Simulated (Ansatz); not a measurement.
# Stack of Ti2CO2 MXene under W2CCl2 MXene, shifted by a third of the diagonal in a perpendicular field, part 3 of 4

What dipole does a perpendicular field induce in the stack of Ti2CO2 MXene under W2CCl2 MXene, shifted by a third of the diagonal? A positive field points along +c.

Ansatz 0.2.0; plane-wave DFT, RPBE-D3(BJ), Ansatz PAW (the session's first sound run).

So far. Step 6 (Atoms held, field 0.1 V/Å): The dipole is 0.151 e·Å, 0.0614 e·Å from its value without field. Step 7 (Single point, field 0.2 V/Å): The dipole is 0.212 e·Å, 0.123 e·Å from its value without field.

**8. Single point, field 0.3 V/Å**

The input, input.yaml:

```yaml
crystal:
  lattice:
    - [2.9256952147, 0.0, 0.0]
    - [-1.4628476074, 2.5337263797, 0.0]
    - [0.0, 0.0, 31.549877884]
  atoms:
    - { symbol: O, position: [0.3333333333, 0.6666666667, 0.2852625938] }
    - { symbol: Ti, position: [0.6666666667, 0.3333333333, 0.3160661406] }
    - { symbol: C, position: [0.0, 0.0, 0.3558028907] }
    - { symbol: Ti, position: [0.3333333333, 0.6666666667, 0.3949536588] }
    - { symbol: O, position: [0.6666666667, 0.3333333333, 0.4265084324] }
    - { symbol: Cl, position: [0.6666666667, 0.3333333333, 0.5169169846] }
    - { symbol: W, position: [0.0, 0.0, 0.5760601208] }
    - { symbol: C, position: [0.3333333333, 0.6666666667, 0.6155885443] }
    - { symbol: W, position: [0.6666666667, 0.3333333333, 0.654817037] }
    - { symbol: Cl, position: [0.0, 0.0, 0.7147374062] }
kpoints:
  mp_grid: { grid: [18, 18, 1] }
  band_path:
    path: [[0, 0, 0], [0.5, 0, 0], [0.33333333, 0.33333333, 0], [0, 0, 0]]
    npoints: 16
hamiltonian:
  xc: rpbe
  dispersion: d3bj
scf:
  occupations: { method: fermi_dirac, width: 0.05 }
  convergence: { dr2_threshold: 1.0e-10 }
efield:
  axis: 3
  dipole_correction: true
  ramp_position: 0.97
  ramp_width: 0.06
  amplitude: 0.3
output:
  dos: { projected: true, e_range: [-6, 5] }
  bader: true
  write_potential: true
  write_density: true
  volumetric_format: npy
  elf: true
```

Run with:

```bash
ansatz run input.yaml --threads 4 --pin off --max-ram 6144MiB --backend cpu --events-out ev --progress --plain --runs-dir out
```

Numbers of over 12 decimals in the logs are rounded to 6 here.

What it wrote:

```text
[...]
Crystal: 10 atoms, lattice volume = 233.876 Å³
Basis set: ecut = 420 eV, 4545 PW (Γ)
Bands: 53, of which v1, the nominal top of the filled ones, is band 43 counted from 1 (42 counted from 0)
Symmetry: 6 space group operations
[...]
k-points: 37 of 324 (time reversal used)
[...]
--- Bader charges: 10 sites ---
  site symbol  charge [e]  shift [e]
     0      O     -1.1103     0.0020
     1     Ti      1.9678     0.0019
     2      C     -1.7537     0.0000
     3     Ti      1.9564     0.0018
     4      O     -1.1375     0.0018
     5     Cl     -0.5152     0.0012
     6      W      1.3843     0.0031
     7      C     -1.6093     0.0038
     8      W      1.3686     0.0029
     9     Cl     -0.5511     0.0010
  estimated error of the sums over rays = 7.9e-4 e
[key lines of the parts left out:]
SCF converged after 14 iterations
Free energy (F): -29635.605384 eV
Fermi energy:    5.214632 eV
Dipole field:    D = 0.211674 V/Å  (p = 0.273585 e·Å, saw-weighted, corrected)
```

Wall time 51 s (4 threads of Arm Neoverse V2, shared host); peak memory 0.94 GiB; 3.3 min of CPU time.

The dipole is 0.274 e·Å, 0.184 e·Å from its value without field.

**9. Response, atoms held**

This step: plane-wave DFT, RPBE-D3(BJ), Ansatz PAW; response to a field along the normal, atoms held (Ansatz 0.2.0).

The dipoles give the slope, and the difference of two potentials shows where the field is screened.

This step gave:

```
equivalent conductor thickness p/(ε₀AE) : 14.99 Å
distance between the outer atoms        : 13.55 Å
```

Table of dipole of the cell by applied field:

```
applied field (V/Å)  dipole of the cell (e·Å)
             -0.050                    0.0587
              0.000                    0.0894
              0.050                     0.120
              0.100                     0.151
              0.200                     0.212
              0.300                     0.274
```

Local field over the applied field, running mean. From the potentials at -0.05 and 0.05 V/Å; running mean over 2.5 Å. Table of local field over applied field by z:

z (Å), local field over applied field and a bar from the least value:
```
      4.5      1.000 ##############################
      5.0      0.999 ##############################
      5.5      0.998 ##############################
      6.0      0.993 ##############################
      6.5      0.976 #############################
      7.0      0.926 ############################
      7.5      0.812 ########################
      8.0      0.654 ####################
      8.5      0.475 ##############
      9.0      0.304 #########
      9.5      0.163 #####
     10.0      0.079 ###
     10.5      0.040 #
     11.0      0.026 #
     11.5      0.017 #
     12.0      0.011 #
     12.5      0.010 #
     13.0      0.010 #
     13.5      0.009 #
     14.0      0.008 
     14.5      0.006 
     15.0      0.004 
     15.5      0.004 
     16.0      0.003 
     16.5      0.002 
     17.0      0.002 
     17.5      0.001 
     18.0      0.000 
     18.5     -0.004 
     19.0     -0.008 
     19.5     -0.007 
     20.0      0.005 
     20.5      0.024 #
     21.0      0.034 #
     21.5      0.047 ##
     22.0      0.084 ###
     22.5      0.168 #####
     23.0      0.303 #########
     23.5      0.479 ##############
     24.0      0.661 ####################
     24.5      0.821 #########################
     25.0      0.923 ############################
     25.5      0.970 #############################
     26.0      0.989 ##############################
     26.5      0.996 ##############################
     27.0      0.999 ##############################
```

Electrons, planar mean, per unit field. The induced electron density by z:

```csv
z (Å),induced electron density (e/Å³ per V/Å)
5,1.8e-6
6,2.6e-5
7,3.3e-4
8,0.00277
9,0.00137
10,2.4e-6
11,1.4e-4
12,-1.8e-4
13,9.2e-5
14,1.7e-5
15,3.2e-5
16,-3.8e-5
17,4.3e-5
18,2.9e-5
19,1.1e-4
20,-2.6e-4
21,-0.00113
22,4.8e-4
23,-0.00235
24,-0.00227
25,-3.7e-4
26,-5.2e-5
27,-6.4e-6
```

By hand: between -0.05 and 0.05 V/Å the dipole changes by 0.06142 e·Å, a slope of 0.6142 e·Å²/V. A perfect conductor of thickness t has p = ε₀AEt, so t = 180.95 × 0.6142 / 7.413 = 14.99 Å (e/ε₀ = 180.95 V·Å, A in Å²).

The induced dipole is that of a conductor 14.99 Å thick.

**10. Relaxing in the field, field 0.1 V/Å**

This step: plane-wave DFT, RPBE-D3(BJ), Ansatz PAW (Ansatz 0.2.0).

Now the atoms may follow the field. A weak field makes forces of meV/Å to tens of meV/Å, so the force tolerance is set well below the usual one.

Edit input.yaml of step 8 so:

```diff
@@ -17,6 +17,3 @@
 kpoints:
-  mp_grid: { grid: [18, 18, 1] }
-  band_path:
-    path: [[0, 0, 0], [0.5, 0, 0], [0.33333333, 0.33333333, 0], [0, 0, 0]]
-    npoints: 16
+  mp_grid: { grid: [12, 12, 1] }
 hamiltonian:
@@ -32,6 +29,7 @@
   ramp_width: 0.06
-  amplitude: 0.3
+  amplitude: 0.1
+relax:
+  f_tol: 0.001
+  max_steps: 60
 output:
-  dos: { projected: true, e_range: [-6, 5] }
-  bader: true
   write_potential: true
@@ -39,2 +37 @@
   volumetric_format: npy
-  elf: true
```

What it wrote:

```text
[...]
Crystal: 10 atoms, lattice volume = 233.876 Å³
Basis set: ecut = 420 eV, 4545 PW (Γ), exchange–correlation on 40×40×432 points (8 copies of the dense FFT grid, shifted against one another)
Bands: 53, of which v1, the nominal top of the filled ones, is band 43 counted from 1 (42 counted from 0)
Symmetry: 6 space group operations
[...]
k-points: 19 of 144 (time reversal used)
[...]
SCF iter   1: F=—  HF=-29648.901202 eV  |F-HF|=—  |Δ(HF+E_count)|=         —  Δρ=1.14e-1  dr2=3.22e2  ethr=3.10e-3  p=0.064 e·Å  D=4.95e-2 V/Å  ΔV_dip=-1.56 eV  dr2_dipole=1.60e2  V_vac-E_F(+/−)=7.74/6.44 eV  ⟨swp⟩=9.4  Hψ=5196  notcnv=0
[...]
SCF iter  16: F=-29635.566182 eV  HF=-29635.566182 eV  |F-HF|=4.37e-11  |Δ(HF+E_count)|=   1.28e-9  Δρ=1.18e-7  dr2=6.08e-11  ethr=1.00e-12  p=0.151 e·Å  D=1.17e-1 V/Å  ΔV_dip=-3.68 eV  dr2_dipole=1.65e-13  V_vac-E_F(+/−)=4.57/5.39 eV  ⟨swp⟩=9.0  Hψ=6276  notcnv=0
SCF 1 converged in 16 iterations: F = -29635.566182 eV  dr2 = 6.08e-11
[...]
relax step   1: F+E_penalty+E_count = -29635.56618200 eV  Δ(F+E_penalty+E_count) = +0.000e0 eV  max|allowed force component| = 4.550e-2 eV/Å  Δτ_max = 0.0000 Å  (16 SCF iters, accepted)
[...]
SCF iter   8: F=-29635.566227 eV  HF=-29635.566227 eV  |F-HF|=1.67e-10  |Δ(HF+E_count)|=   5.05e-9  Δρ=1.20e-7  dr2=3.15e-11  ethr=1.00e-12  p=0.152 e·Å  D=1.17e-1 V/Å  ΔV_dip=-3.70 eV  dr2_dipole=7.54e-13  V_vac-E_F(+/−)=4.57/5.40 eV  ⟨swp⟩=9.2  Hψ=6421  notcnv=0
SCF 2 converged in 8 iterations: F = -29635.566227 eV  dr2 = 3.15e-11
relax step   2: F+E_penalty+E_count = -29635.56622676 eV  Δ(F+E_penalty+E_count) = -4.476e-5 eV  max|allowed force component| = 1.447e-2 eV/Å  Δτ_max = 0.0010 Å  (8 SCF iters, accepted)
SCF iter   1: F=—  HF=-29635.566038 eV  |F-HF|=—  |Δ(HF+E_count)|=         —  Δρ=4.35e-5  dr2=3.48e-5  ethr=9.55e-7  p=0.152 e·Å  D=1.17e-1 V/Å  ΔV_dip=-3.70 eV  dr2_dipole=1.98e-5  V_vac-E_F(+/−)=4.57/5.41 eV  ⟨swp⟩=1.3  Hψ=1331  notcnv=0  defer=34
[...]
SCF iter   7: F=-29635.566233 eV  HF=-29635.566233 eV  |F-HF|=3.67e-10  |Δ(HF+E_count)|=   1.31e-8  Δρ=1.60e-7  dr2=3.93e-11  ethr=1.00e-12  p=0.152 e·Å  D=1.17e-1 V/Å  ΔV_dip=-3.70 eV  dr2_dipole=6.93e-13  V_vac-E_F(+/−)=4.57/5.41 eV  ⟨swp⟩=9.4  Hψ=6569  notcnv=0
SCF 3 converged in 7 iterations: F = -29635.566233 eV  dr2 = 3.93e-11
relax step   3: F+E_penalty+E_count = -29635.56623262 eV  Δ(F+E_penalty+E_count) = -5.856e-6 eV  max|allowed force component| = 7.697e-4 eV/Å  Δτ_max = 0.0004 Å  (7 SCF iters, accepted)
[...]
the band table was solved once a step of the walk had ended and its energy, with any forces and stress, was formed, with the checks that follow a solve (5467 applications of the Hamiltonian). They found nothing against the state; the energy, forces and stress were not computed again (output.eigenvalues in the input reference)
SCF converged after 7 iterations
Free energy (F): -29635.566233 eV
[...]
Internal energy: -29635.546708 eV  (E = F + TS)
E sigma→0 (E₀):  -29635.556470 eV
Entropy (-TS):   -0.019525 eV (-1.952 meV/atom)
Fermi energy:    5.152923 eV
Dipole field:    D = 0.117419 V/Å  (p = 0.151762 e·Å, saw-weighted, corrected)
Work function:   not extracted (applied field tilts the vacuum); planar V_es + V_field profile in the machine report
[...]
--- Forces (eV/Å), atoms counted from 1 ---
  atom   1  O     -0.00000000    -0.00000000     0.00073857
  atom   2  Ti     0.00000000    -0.00000000     0.00051197
  atom   3  C      0.00000000    -0.00000000    -0.00069217
  atom   4  Ti    -0.00000000     0.00000000    -0.00029689
  atom   5  O      0.00000000     0.00000000    -0.00047391
  atom   6  Cl     0.00000000    -0.00000000     0.00002452
  atom   7  W     -0.00000000     0.00000000     0.00076914
  atom   8  C      0.00000000     0.00000000    -0.00004033
  atom   9  W      0.00000000    -0.00000000    -0.00030833
  atom  10  Cl    -0.00000000    -0.00000000    -0.00023779
  max |Σ_I F_I| component: 5.24e-6 eV/Å
--- Band table (eV; the first three rows and the last of 19) ---
  k-point 0: bands = [... 39 lower, 3.4450, 3.8848, 4.9004, 4.9004, 5.6197, 5.6197, 5.6355, 5.6355, ... 6 higher]
  k-point 1: bands = [... 39 lower, 3.6901, 3.9964, 4.1660, 4.4720, 5.2624, 5.5608, 5.6459, 5.9295, ... 6 higher]
  k-point 2: bands = [... 39 lower, 3.0682, 3.8954, 3.9850, 4.1796, 4.8490, 5.5584, 5.6372, 5.7999, ... 6 higher]
  k-point 18: bands = [... 39 lower, 2.0737, 3.5075, 4.7954, 4.8153, 4.8949, 6.6280, 6.6295, 6.6588, ... 6 higher]
--- Relaxed structure (3 steps of the walk, 3 accepted, 0 SCFs on fresh bases) ---
  F+E_penalty+E_count = -29635.56623262 eV   max|allowed force component| = 7.697e-4 eV/Å
  atoms:
    - { symbol: O, position: [0.333333, 0.666667, 0.285217] }
    - { symbol: Ti, position: [0.666667, 0.333333, 0.316088] }
    - { symbol: C, position: [-1.7767378781931608e-17, -2.2204689203786272e-17, 0.355799] }
    - { symbol: Ti, position: [0.333333, 0.666667, 0.394959] }
    - { symbol: O, position: [0.666667, 0.333333, 0.426521] }
    - { symbol: Cl, position: [0.666667, 0.333333, 0.516924] }
    - { symbol: W, position: [-1.7756356328610434e-17, -2.2204027602030768e-17, 0.576067] }
    - { symbol: C, position: [0.333333, 0.666667, 0.615591] }
    - { symbol: W, position: [0.666667, 0.333333, 0.654832] }
    - { symbol: Cl, position: [-1.7786736136507873e-17, -2.2205851092106093e-17, 0.714715] }
```

The job ended after 23 s (4 threads; peak memory 0.69 GiB; 90 s of CPU time).

Hardly anything moved in the relaxation; the energy changed by under 0.2 meV an atom.

Numbers from this step:

- energy at zero smearing: -29635.5565 eV
- dipole along the normal: 0.1518 e·Å

The relaxation took 3 steps and lowered the energy by 5.1e-5 eV; the largest force on the free atoms ends at 7.7e-4 eV/Å.

The dipole is 0.152 e·Å, 0.0623 e·Å from its value without field.

**11. Relaxing in the field, field -0.1 V/Å**

The opposite sign, again from the field-free geometry; the difference of the two cancels what relaxes without a field.

Edit input.yaml of step 10 so:

```diff
@@ -29,3 +29,3 @@
   ramp_width: 0.06
-  amplitude: 0.1
+  amplitude: -0.1
 relax:
```

What it wrote:

```text
[...]
Crystal: 10 atoms, lattice volume = 233.876 Å³
Basis set: ecut = 420 eV, 4545 PW (Γ), exchange–correlation on 40×40×432 points (8 copies of the dense FFT grid, shifted against one another)
Bands: 53, of which v1, the nominal top of the filled ones, is band 43 counted from 1 (42 counted from 0)
Symmetry: 6 space group operations
[...]
- { symbol: O, position: [0.333333, 0.666667, 0.285289] }
    - { symbol: Ti, position: [0.666667, 0.333333, 0.316024] }
[...]
- { symbol: Ti, position: [0.333333, 0.666667, 0.394930] }
    - { symbol: O, position: [0.666667, 0.333333, 0.426480] }
    - { symbol: Cl, position: [0.666667, 0.333333, 0.516925] }
[...]
- { symbol: C, position: [0.333333, 0.666667, 0.615604] }
    - { symbol: W, position: [0.666667, 0.333333, 0.654822] }
[...]
[key lines of the parts left out:]
SCF converged after 7 iterations
Free energy (F): -29635.548374 eV
Fermi energy:    5.139340 eV
Dipole field:    D = 0.020735 V/Å  (p = 0.026800 e·Å, saw-weighted, corrected)
```

The job ended after 25 s (4 threads; peak memory 0.68 GiB).

No atom moved by 0.005 Å in the relaxation.

This step gave:

| Quantity | Value |
| --- | --- |
| energy at zero smearing | -29635.5385 eV |
| dipole along the normal | 0.02680 e·Å |

The relaxation took 3 steps and lowered the energy by 5.3e-5 eV; the largest force on the free atoms ends at 8.9e-4 eV/Å.

The dipole is 0.0268 e·Å, -0.0626 e·Å from its value without field.

**12. Response, atoms relaxed**

This step: plane-wave DFT, RPBE-D3(BJ), Ansatz PAW; response to a field along the normal, atoms relaxed (Ansatz 0.2.0).

The same analysis on the two relaxed runs holds the ionic part too; their mesh is coarser, so small differences from the held value can come from that.

Numbers from this step:

| Item | Value |
| --- | --- |
| equivalent conductor thickness p/(ε₀AE) | 15.25 Å |

Table of dipole of the cell by applied field:

```csv
applied field (V/Å),dipole of the cell (e·Å)
-0.1000,0.0268
0.1000,0.152
```

Local field over the applied field, running mean. From the potentials at -0.1 and 0.1 V/Å; running mean over 2.5 Å. Local field over applied field against z:

```csv
z (Å),local field over applied field
5,0.999
6,0.993
7,0.896
8,0.740
9,0.206
10,0.0369
11,-0.0489
12,0.0511
13,-0.0254
14,0.00282
15,0.0363
16,-0.00600
17,0.00156
18,-0.00337
19,0.0119
20,-0.0264
21,-0.0729
22,0.147
23,0.368
24,0.628
25,0.911
26,0.989
27,0.999
```

The induced electron density oscillates, so the rows of the table below give means over windows of 1 Å about each position, cut where the curve ends. Its maxima inside the range that stand out by 2 % of the span (Å: e/Å³ per V/Å): 8.6: 0.0198, 10.4: 0.024, 12.9: 0.00524, 13.9: 0.00994, 21.9: 0.0103. Its minima: 9.5: -0.0382, 12.1: -0.0102, 13.3: -0.00358, 20.2: -0.00462, 23.2: -0.0124.

Electrons, planar mean, per unit field. Induced electron density against z; means over each step:

```
z (Å)  induced electron density (e/Å³ per V/Å)
    5                                   2.4e-6
    6                                   3.6e-5
    7                                   4.6e-4
    8                                  0.00630
    9                                 -0.00509
   10                                 -0.00289
   11                                  0.00497
   12                                 -0.00528
   13                                  0.00105
   14                                  0.00574
   15                                   3.0e-4
   16                                  -3.7e-5
   17                                   3.0e-4
   18                                   4.7e-4
   19                                   7.6e-5
   20                                 -0.00296
   21                                  0.00231
   22                                  0.00609
   23                                 -0.00747
   24                                 -0.00384
   25                                  -4.6e-4
   26                                  -6.1e-5
   27                                  -8.2e-6
```

The induced dipole is that of a conductor 15.25 Å thick.

**13. A changed input: efield.amplitude = 0.3**

This step: plane-wave DFT, RPBE-D3(BJ), Ansatz PAW (Ansatz 0.2.0).

A run with a changed input: it repeats the earlier run at 0.05 V/Å with efield.amplitude from 0.05 to 0.3.

Edit input.yaml of step 11 so:

```diff
@@ -17,3 +17,6 @@
 kpoints:
-  mp_grid: { grid: [12, 12, 1] }
+  mp_grid: { grid: [18, 18, 1] }
+  band_path:
+    path: [[0, 0, 0], [0.5, 0, 0], [0.33333333, 0.33333333, 0], [0, 0, 0]]
+    npoints: 16
 hamiltonian:
@@ -29,6 +32,3 @@
   ramp_width: 0.06
-  amplitude: -0.1
-relax:
-  f_tol: 0.001
-  max_steps: 60
+  amplitude: 0.3
 output:
```

What it wrote:

```text
[...]
Crystal: 10 atoms, lattice volume = 233.876 Å³
Basis set: ecut = 420 eV, 4545 PW (Γ)
Bands: 53, of which v1, the nominal top of the filled ones, is band 43 counted from 1 (42 counted from 0)
Symmetry: 6 space group operations
[...]
k-points: 37 of 324 (time reversal used)
[...]
SCF iter   1: F=—  HF=-29648.930098 eV  |F-HF|=—  |Δ(HF+E_count)|=         —  Δρ=1.14e-1  dr2=3.19e2  ethr=3.10e-3  p=0.192 e·Å  D=1.48e-1 V/Å  ΔV_dip=-4.68 eV  dr2_dipole=1.58e2  V_vac-E_F(+/−)=9.03/5.15 eV  ⟨swp⟩=9.6  Hψ=10191  notcnv=0
[...]
SCF iter  14: F=-29635.605384 eV  HF=-29635.605384 eV  |F-HF|=4.37e-11  |Δ(HF+E_count)|=  5.49e-10  Δρ=9.27e-8  dr2=2.08e-11  ethr=1.00e-12  p=0.274 e·Å  D=2.12e-1 V/Å  ΔV_dip=-6.68 eV  dr2_dipole=3.60e-13  V_vac-E_F(+/−)=5.83/3.95 eV  ⟨swp⟩=13.6  Hψ=7314  notcnv=0
SCF 1 converged in 14 iterations: F = -29635.605384 eV  dr2 = 2.08e-11
[...]
SCF converged after 14 iterations
Free energy (F): -29635.605384 eV
[...]
Internal energy: -29635.585911 eV  (E = F + TS)
E sigma→0 (E₀):  -29635.595647 eV
Entropy (-TS):   -0.019474 eV (-1.947 meV/atom)
Fermi energy:    5.214632 eV
Dipole field:    D = 0.211674 V/Å  (p = 0.273585 e·Å, saw-weighted, corrected)
Work function:   not extracted (applied field tilts the vacuum); planar V_es + V_field profile in the machine report
[...]
--- Band table (eV; the first three rows and the last of 37) ---
  k-point 0: bands = [... 39 lower, 3.4568, 3.8969, 4.9217, 4.9217, 5.6362, 5.6362, 5.6450, 5.6450, ... 6 higher]
  k-point 1: bands = [... 39 lower, 3.5937, 3.9609, 4.5362, 4.6918, 5.4300, 5.5803, 5.6720, 5.8109, ... 6 higher]
  k-point 2: bands = [... 39 lower, 3.7759, 3.8339, 4.0606, 4.2890, 5.1275, 5.5863, 5.6339, 5.9738, ... 6 higher]
  k-point 36: bands = [... 39 lower, 2.0782, 3.5232, 4.8082, 4.8353, 4.9039, 6.6406, 6.6421, 6.6765, ... 6 higher]
```

It took 32 s on 4 threads; peak memory 0.88 GiB.

Numbers from this step:

```
energy at zero smearing : -29635.5956 eV
dipole along the normal : 0.2736 e·Å
```

Electronic bands along the path, in eV, zero at the Fermi level:

```csv
point,band 40,band 41,band 42,band 43,band 44,band 45,band 46,band 47
Γ,-1.76,-1.32,-0.29,-0.29,0.42,0.42,0.43,0.43
halfway,-1.68,-1.67,-1.57,-0.50,-0.19,0.25,0.40,0.74
M,-2.03,-1.67,-0.65,-0.08,1.21,1.59,1.70,2.19
halfway,-2.85,-2.34,-0.48,0.28,0.79,0.95,1.65,1.85
K,-3.14,-1.69,-0.41,-0.38,-0.31,1.43,1.43,1.46
halfway,-2.56,-2.27,-1.83,-1.03,0.45,0.85,1.10,1.30
Γ,-1.76,-1.32,-0.29,-0.29,0.42,0.42,0.43,0.43
```

| quantity | this run | earlier run | difference |
| --- | --- | --- | --- |
| dipole along the normal (e·Å) | 0.2736 | 0.1201 | 0.15 |

The applied field differs, and the slope found earlier predicts a dipole of 0.274 e·Å; this run gives 0.274 e·Å, in line with it.

(Continued in part 4 of 4.)

[Logs are printed without paths, hosts, clocks, repeated set-up lines and the standing remarks that a program may print on its own settings, such as how far it seeks lower states.]

[Hosts, paths, dates, database ids (printed as entryN), source tags and the programs' standing remarks are cut or masked in the printed files.]

[Maps of the electrostatic potential energy from Ansatz leave out the sawtooth potential of an applied field or a dipole correction, so their vacuum need not be flat; planar profiles and work functions include it.]
